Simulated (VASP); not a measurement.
# SnS2 (Berndtite-2T) (P-3m1) in VASP: further runs, part 2 of 2

VASP 6.6.1. Earlier steps stand in the parts before.

### Step 10. Equation of state, PBE, 21.53 Å³/atom (volume scaled by 0.96)

File INCAR:

```
SYSTEM = SnS2
PREC     = Accurate       ! precision mode
ENCUT    = 520            ! plane-wave cutoff, eV
EDIFF    = 1E-7           ! SCF threshold, eV
ISMEAR   = -1             ! smearing method
SIGMA    = 0.05           ! smearing width, eV
LREAL    = .FALSE.        ! projectors in reciprocal space
LASPH    = .TRUE.         ! aspherical terms in the spheres
NELM     = 60             ! most SCF steps
ALGO     = Normal         ! electronic algorithm
ISIF     = 2              ! what is computed and relaxed
LWAVE    = .FALSE.        ! write WAVECAR
LCHARG   = .FALSE.        ! write CHGCAR
GGA      = PE             ! functional
NBANDS   = 20             ! bands
```

File KPOINTS:

```
Automatic mesh
0
G
  8 8 5
  0 0 0
```

File POSCAR:

```
SnS2
1.0
    3.5898182954      0.0000000000      0.0000000000
   -1.7949091477      3.1088738388      0.0000000000
    0.0000000000      0.0000000000      5.7886929809
Sn S
1 2
Direct
    0.0000000000      0.0000000000      0.0000000000
    0.6666666667      0.3333333333      0.7500000000
    0.3333333333      0.6666666667      0.2500000000
```

On the command line:

```sh
$ cat potpaw_PBE.64/Sn_d/POTCAR potpaw_PBE.64/S/POTCAR > POTCAR
$ mpirun -np 1 vasp_std > vasp.out
```

It took 53 s on 1 thread of Intel Xeon Platinum 8488C (Sapphire Rapids), shared host; peak memory 0.2 GiB.

Results (log left out):

```
Free energy            : -13.0349 eV
Pressure               : 8.2 GPa
Largest force          : 0.675 eV/Å
Band gap on the k mesh : 1.57 eV, indirect (least direct gap 2.05 eV)
```

Caveat: spin-orbit coupling is left out, which moves the levels of the heavy elements; an odd mesh through Γ misses points on the zone boundary, where band edges often lie; this functional lacks dispersion, which binds the layers, so the pressure and a relaxed spacing across them are unreliable.

### Step 11. Equation of state, PBE, 21.98 Å³/atom (volume scaled by 0.98)

File INCAR:

```
PREC = Accurate
ENCUT = 520
EDIFF = 1E-7
ISMEAR = -1
SIGMA = 0.05
LREAL = F
LASPH = T
NELM = 100
ALGO = Normal
ISIF = 2
LWAVE = F
LCHARG = F
GGA = PE
NBANDS = 20
```

File KPOINTS:

```
regular mesh
0
Gamma
  8 8 5
```

File POSCAR:

```
SnS2
1.0
    3.6145764453      0.0000000000      0.0000000000
   -1.8072882227      3.1303150256      0.0000000000
    0.0000000000      0.0000000000      5.8286162630
Sn S
1 2
Direct
    0.0000000000      0.0000000000      0.0000000000
    0.6666666667      0.3333333333      0.7500000000
    0.3333333333      0.6666666667      0.2500000000
```

On the command line:

```sh
$ cat potpaw_PBE.64/Sn_d/POTCAR potpaw_PBE.64/S/POTCAR > POTCAR
$ mpirun -np 1 vasp_std > vasp.out
```

It took 38 s on 1 thread of Intel Xeon Platinum 8488C (Sapphire Rapids), shared host; peak memory 0.2 GiB.

The run converged. Its results:

```yaml
Free_energy: -13.0953 eV
Pressure: 6.1 GPa
Largest_force: 0.449 eV/Å
Band_gap_on_the_k_mesh: 1.52 eV, indirect (least direct gap 2.00 eV)
```

Caveat: spin-orbit coupling is left out, which moves the levels of the heavy elements; an odd mesh through Γ misses points on the zone boundary, where band edges often lie; this functional lacks dispersion, which binds the layers, so the pressure and a relaxed spacing across them are unreliable.

### Step 12. Equation of state, PBE, 22.88 Å³/atom (volume scaled by 1.02)

File INCAR:

```
  PREC = Accurate
  ENCUT = 520
  EDIFF = 1E-7
  ISMEAR = -1
  SIGMA = 0.05
  LREAL = F
  LASPH = T
  NELM = 100
  ALGO = Normal
  ISIF = 2
  LWAVE = F
  LCHARG = F
  GGA = PE
  NBANDS = 20
```

File KPOINTS:

```
Automatic mesh
0
Gamma
  8 8 5
```

File POSCAR:

```
SnS2
1.0
    3.6631000401      0.0000000000      0.0000000000
   -1.8315500200      3.1723376913      0.0000000000
    0.0000000000      0.0000000000      5.9068620597
Sn S
1 2
Direct
    0.0000000000      0.0000000000      0.0000000000
    0.6666666667      0.3333333333      0.7500000000
    0.3333333333      0.6666666667      0.2500000000
```

Potentials or basis: VASP PAW PBE potentials, release 64 (Sn_d, S).

On the command line:

```sh
$ cat potpaw_PBE.64/Sn_d/POTCAR potpaw_PBE.64/S/POTCAR > POTCAR
$ mpirun -np 1 vasp_std > vasp.out
```

Run time: 40 s. Hardware: 1 thread of Intel Xeon Platinum 8488C (Sapphire Rapids), shared host; peak memory 0.2 GiB.

It converged, with:

| Property | Result |
| --- | --- |
| Free energy | -13.1667 eV |
| Pressure | 2.4 GPa |
| Largest force | 0.049 eV/Å |
| Band gap on the k mesh | 1.43 eV, indirect (least direct gap 1.89 eV) |

Caveat: spin-orbit coupling is left out, which moves the levels of the heavy elements; an odd mesh through Γ misses points on the zone boundary, where band edges often lie; this functional lacks dispersion, which binds the layers, so the pressure and a relaxed spacing across them are unreliable.

### Step 13. Equation of state, PBE, 23.33 Å³/atom (volume scaled by 1.04)

File INCAR:

```
SYSTEM = SnS2
PREC     = Accurate       ! precision mode
ENCUT    = 520            ! plane-wave cutoff, eV
EDIFF    = 1E-7           ! SCF threshold, eV
ISMEAR   = -1             ! smearing method
SIGMA    = 0.05           ! smearing width, eV
LREAL    = .False.        ! projectors in reciprocal space
LASPH    = .True.         ! aspherical terms in the spheres
NELM     = 80             ! most SCF steps
ALGO     = Normal         ! electronic algorithm
ISIF     = 2              ! what is computed and relaxed
LWAVE    = .False.        ! write WAVECAR
LCHARG   = .False.        ! write CHGCAR
GGA      = PE             ! functional
NBANDS   = 20             ! bands
```

File KPOINTS:

```
Automatic mesh
0
Gamma
  8 8 5
  0 0 0
```

File POSCAR:

```
SnS2
1.0
    3.6868870705      0.0000000000      0.0000000000
   -1.8434435353      3.1929378640      0.0000000000
    0.0000000000      0.0000000000      5.9452193816
Sn S
1 2
Direct
    0.0000000000      0.0000000000      0.0000000000
    0.6666666667      0.3333333333      0.7500000000
    0.3333333333      0.6666666667      0.2500000000
```

On the command line:

```sh
$ cat potpaw_PBE.64/Sn_d/POTCAR potpaw_PBE.64/S/POTCAR > POTCAR
$ mpirun -np 1 vasp_std > vasp.out
```

It took 41 s on 1 thread of Intel Xeon Platinum 8488C (Sapphire Rapids), shared host; peak memory 0.21 GiB.

Results (log left out):

- Free energy: -13.1809 eV
- Pressure: 0.9 GPa
- Largest force: 0.127 eV/Å
- Band gap on the k mesh: 1.39 eV, indirect (least direct gap 1.77 eV)

Caveat: spin-orbit coupling is left out, which moves the levels of the heavy elements; an odd mesh through Γ misses points on the zone boundary, where band edges often lie; this functional lacks dispersion, which binds the layers, so the pressure and a relaxed spacing across them are unreliable.

### Step 14. Equation of state, PBE, 23.78 Å³/atom (volume scaled by 1.06)

File INCAR:

```
  ALGO = Normal
  EDIFF = 1E-7
  ENCUT = 520
  GGA = PE
  ISIF = 2
  ISMEAR = -1
  LASPH = T
  LCHARG = F
  LREAL = F
  LWAVE = F
  NBANDS = 20
  NELM = 60
  PREC = Accurate
  SIGMA = 0.05
```

File KPOINTS:

```
k-points
0
Gamma
  8 8 5
```

File POSCAR:

```
SnS2
1.0
    3.7103710608      0.0000000000      0.0000000000
   -1.8551855304      3.2132755961      0.0000000000
    0.0000000000      0.0000000000      5.9830880420
Sn S
1 2
Direct
    0.0000000000      0.0000000000      0.0000000000
    0.6666666667      0.3333333333      0.7500000000
    0.3333333333      0.6666666667      0.2500000000
```

On the command line:

```sh
$ cat potpaw_PBE.64/Sn_d/POTCAR potpaw_PBE.64/S/POTCAR > POTCAR
$ mpirun -np 1 vasp_std > vasp.out
```

Wall time 51 s (1 thread of Intel Xeon Platinum 8488C (Sapphire Rapids), shared host); peak memory 0.2 GiB.

The run converged. Its results:

```yaml
Free_energy: -13.1829 eV
Pressure: -0.5 GPa
Largest_force: 0.289 eV/Å
Band_gap_on_the_k_mesh: 1.34 eV, indirect (least direct gap 1.67 eV)
```

Caveat: spin-orbit coupling is left out, which moves the levels of the heavy elements; an odd mesh through Γ misses points on the zone boundary, where band edges often lie; this functional lacks dispersion, which binds the layers, so the pressure and a relaxed spacing across them are unreliable.

### Step 15. Equation of state, PBE

Potentials or basis: VASP PAW PBE potentials, release 64 (Sn_d, S).

This step only gathers the single runs of the series.

What came out:

- Equilibrium volume: 23.63 Å³/atom
- Bulk modulus at fixed shape and positions: 72 GPa
- Pressure derivative of the bulk modulus: 4.7

Energy against volume, from the lowest point:
```csv
volume (Å³/atom),energy (meV/atom)
21.086,75.84
21.535,49.32
21.983,29.18
22.432,14.73
22.880,5.39
23.329,0.64
23.778,0.00
```

Caveat: the cell was scaled at fixed shape and fractional positions, which overstates the stiffness of a crystal with free parameters, most of all of layers and chains; this functional lacks dispersion, which binds the layers, so the pressure and a relaxed spacing across them are unreliable.
